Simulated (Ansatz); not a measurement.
`C=N[CH]([AlH2])[SiH3]` + `CC(C)(C)O` → `CC(C)(C)[O][AlH2]` + `C=NC[SiH3]`  (ligand exchange at the Al–C bond)

Gas-phase electronic energies from Ansatz, PBE0-D4/def2-TZVP geometries. CBS: MP2 limit from def2 TZ/QZ plus the TZ coupled-cluster correction, frozen cores. DFT in def2-TZVPP. B3LYP here is the variant with VWN-RPA as its local correlation; programs differ in this. One conformer a species, not always the lowest.

`C=N[CH]([AlH2])[SiH3]`:

Z-matrix (Å, degrees):
```
C
N 1 1.430
Si 1 1.885 2 108.6
Al 1 1.976 2 110.1 3 114.8
H 1 1.108 2 114.5 3 -121.1
C 2 1.262 1 120.3 3 126.1
H 3 1.486 1 111.7 2 -49.0
H 3 1.492 1 109.9 2 71.6
H 3 1.488 1 108.9 2 -170.3
H 4 1.581 1 120.7 2 -2.9
H 4 1.587 1 117.2 2 177.3
H 6 1.088 2 119.2 1 179.7
H 6 1.099 2 123.0 1 -0.2
```

`CC(C)(C)O`:

Z-matrix (Å, degrees):
```
C
C 1 1.523
H 1 1.093 2 111.3
H 1 1.092 2 110.2 3 120.5
H 1 1.095 2 110.7 3 -119.7
C 2 1.517 1 110.8 3 -61.9
C 2 1.523 1 110.7 3 61.4
O 2 1.426 1 109.7 3 -177.5
H 6 1.092 2 110.2 1 -178.1
H 6 1.092 2 110.2 1 -58.7
H 6 1.092 2 110.8 1 61.6
H 7 1.093 2 111.3 1 -61.3
H 7 1.092 2 110.2 1 178.2
H 7 1.095 2 110.7 1 58.4
H 8 0.961 2 108.1 1 -60.8
```

`CC(C)(C)[O][AlH2]`:

Z-matrix (Å, degrees):
```
C
C 1 1.521
H 1 1.092 2 110.1
H 1 1.092 2 110.1 3 -119.2
H 1 1.092 2 111.1 3 120.4
C 2 1.524 1 110.4 3 178.5
C 2 1.524 1 110.4 3 -59.3
O 2 1.414 1 107.1 3 59.6
H 6 1.094 2 110.5 1 -179.7
H 6 1.093 2 110.1 1 -59.7
H 6 1.093 2 111.2 1 60.3
H 7 1.094 2 110.5 1 179.7
H 7 1.093 2 111.2 1 -60.3
H 7 1.093 2 110.1 1 59.7
Al 8 1.685 2 137.9 1 180.0
H 15 1.578 8 115.6 2 -179.9
H 15 1.586 8 120.8 2 0.0
```

`C=NC[SiH3]`:

Z-matrix (Å, degrees):
```
C
N 1 1.436
Si 1 1.892 2 109.5
H 1 1.095 2 109.0 3 -116.7
H 1 1.102 2 113.6 3 122.8
C 2 1.259 1 118.6 3 -110.8
H 3 1.484 1 110.5 2 -58.1
H 3 1.487 1 109.5 2 62.6
H 3 1.488 1 108.9 2 -178.2
H 6 1.089 2 119.2 1 178.4
H 6 1.099 2 123.3 1 -1.8
```

**Question.** Is it downhill or uphill in electronic energy at CCSD(T)/CBS, and by how much? (Best estimate.)

**Answer.** Computed: Downhill: ΔE = -133.7 kJ/mol.

**Question.** What do these levels give: PBE-D4, B3LYP-D4, ωB97M-V, B2PLYP, LC-ωPBE, MP2/def2-SVP? (An estimate is asked.)

**Answer.** Ansatz gave: PBE-D4 -121.3, B3LYP-D4 -137.9, ωB97M-V -133.1, B2PLYP -139.0, LC-ωPBE -131.0, MP2/def2-SVP -139.5 kJ/mol.

Largest T1 diagnostic among the species: 0.012.

At CCSD(T), def2-SVP lies −5.6 kJ/mol from the extrapolated value and def2-TZVPP −1.6 kJ/mol. From BLYP to BHLYP (50 % exact exchange), in def2-TZVPP and without D4, ΔE moves by −7.4 kJ/mol. In def2-TZVPP, CCSD(T) changes the Hartree–Fock value by +16.0 kJ/mol (the triples alone add +2.6 kJ/mol) and MP2 by +15.5 kJ/mol.
